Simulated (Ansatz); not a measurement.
Band topology of TlBr with spin–orbit coupling (computed with Ansatz 0.2.0)

Space group Pm-3m (No. 221), 2 atoms in the cell of the first input below: a = 3.970 Å, b = 3.970 Å, c = 3.970 Å, α = 90.00°, β = 90.00°, γ = 90.00°.

The cell was built from a prototype of a structure type listed for this compound, at its measured volume, taken without relaxation (pressure 0.5 GPa with this functional, without spin–orbit coupling). Functional: r2SCAN.

Input:

```yaml
crystal:
  lattice:
    - [3.970000571, 0.0, 0.0]
    - [0.0, 3.970000571, 0.0]
    - [0.0, 0.0, 3.970000571]
  atoms:
    - { symbol: Tl, position: [0.0, 0.0, 0.0] }
    - { symbol: Br, position: [0.5, 0.5, 0.5] }
basis:
  ecutwfc: 500
  ecutrho_ratio: 4
kpoints:
  mp_grid: { grid: [6, 6, 6] }
hamiltonian:
  xc: r2scan
scf:
  occupations: { method: gaussian, width: 0.05 }
output:
  forces: true
  stress: true
  eigenvalues: true
  populations: true
  topological_invariants: true
magnetization:
  noncollinear: true
  spin_orbit: true
```

```bash
ansatz run input.yaml --threads 4 --pin off --max-ram 9216MiB --backend cpu --events-out ev --progress --plain --runs-dir out
```

Time: 14 s on 4 threads of Intel(R) Xeon(R) Platinum 8488C (Sapphire Rapids), on a shared host, peak memory 0.94 GiB.

Without spin–orbit coupling the gap on a 8×8×8 mesh is 2.28 eV. With it, in a separate run (self-consistent on 6×6×6, bands on 14×14×14), a gap of 1.55 eV parts the filled from the empty bands (a gap on a mesh is an upper bound, as the edges may lie between its points, so gaps on unlike meshes don't measure the coupling's effect alone). The indices are those of the lowest 20 bands, and their direct separation from the next band is open.

Odd-parity bands among them at the eight time-reversal-invariant momenta (inversion centre at 0.000 0.000 0.000):

| k | odd bands |
| --- | --- |
| 0.0 0.0 0.0 | 6 |
| 0.0 0.0 0.5 | 2 |
| 0.0 0.5 0.0 | 2 |
| 0.0 0.5 0.5 | 6 |
| 0.5 0.0 0.0 | 2 |
| 0.5 0.0 0.5 | 6 |
| 0.5 0.5 0.0 | 6 |
| 0.5 0.5 0.5 | 2 |

Task: What are the Z2 indices by the rule of Fu and Kane?

Result: Each Kramers pair counts once, so δ = (−1)^(odd bands / 2): −, −, −, −, −, −, −, −. The product of all eight gives ν0, the products over the planes k_i = 1/2 the weak indices: (0;000). The Wilson-loop planes give (0;000).

Task: The cell is scaled in volume by 0.96 and 1.05 with the atoms carried along. Do the indices change?

Result: No.

```tsv
volume ratio	pressure with spin–orbit coupling (GPa)	smallest direct separation sampled (eV)	at k	separation	Z2
0.96	1.6	1.946	0.00 0.00 -0.50	open	(0;000)
1.00	0.3	2.055	0.00 0.00 -0.50	open	(0;000)
1.05	-0.8	2.171	0.00 0.00 -0.50	open	(0;000)
```

Caveats: Kohn–Sham gaps are too small; Z2 indices don't see topology that rests on crystal symmetry, and an even number of inversions cancels.

TlBr comes out as an ordinary insulator in the Z2 sense, and the parities fit an ionic picture with filled Tl 5d, Tl 6s, Br 4s and Br 4p shells. The switch between 6 and 2 odd bands is not a band inversion. Br sits away from the chosen inversion centre, so its Bloch phase reverses the parity of its orbitals at some momenta, where the Br 4s pair becomes odd in place of the three 4p pairs. Either way the number of odd pairs is odd, and the signs cancel in every index.

The smallest sampled direct separation, 2.055 eV, exceeds the 1.55 eV gap, which points to an indirect gap. This separation shrinks steadily on compression, probably because stronger overlap raises the antibonding Tl 6s–Br 4p valence states and broadens the Tl 6p conduction band. Compression thus moves the bands towards an inversion, but they remain far from one at the volumes sampled, and the trend doesn't establish a transition at higher pressure.
